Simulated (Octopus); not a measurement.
## YN under changes of volume

One of the cells (14.500 Å³/atom); the others are scaled copies at fixed shape and fractional positions:

```xyz
2
Lattice="0.0000 2.4385 2.4385 2.4385 0.0000 2.4385 2.4385 2.4385 0.0000" Properties=species:S:1:pos:R:3 pbc="T T T"
Y     0.0000    0.0000    0.0000
N     2.4385    2.4385    2.4385
```

| Quantity | Value |
| --- | --- |
| Program | Octopus 16.4 |
| Functional | PBE |
| Potentials or basis | pseudodojo_pbe (PseudoDojo 0.5, PBE) |
| Grid spacing | 0.133 Å |
| k mesh | 9 × 9 × 9 |
| Occupations | fermi-dirac, width 0.05 eV |
| Spin | no spin polarisation |

| volume (Å³/atom) | energy over the lowest point (meV/atom) | gap on the mesh (eV) |
| --- | --- | --- |
| 13.630 | 50.15 | 0.13 |
| 13.920 | 27.22 | 0.17 |
| 14.210 | 11.24 | 0.20 |
| 14.500 | 2.51 | 0.24 |
| 14.790 | 0.00 | 0.27 |
| 15.080 | 3.06 | 0.30 |
| 15.370 | ? | ? |

**Question.** What does the run at 15.370 Å³/atom give?

**Answer.** Energy over the lowest point 11.19 meV/atom; gap on the mesh 0.33 eV.

Worked out: A Birch-Murnaghan fit of order 3 (a polynomial in V^(-2/3)) to the other rows has its minimum at 14.77 Å³/atom with B0 = V·E''(V) = 163 GPa and B' = 3.2. It gives 11.59 meV/atom at 15.370 Å³/atom, against the run's 11.19. A straight line through the other rows of the gap, of slope 1.68 eV per unit of ln V, extrapolates to 0.33 eV, against the run's 0.33.

Energies are extrapolated to zero smearing.

Caveats: an odd mesh through Γ misses points on the zone boundary, where band edges often lie. Spin-orbit coupling on Y is left out.
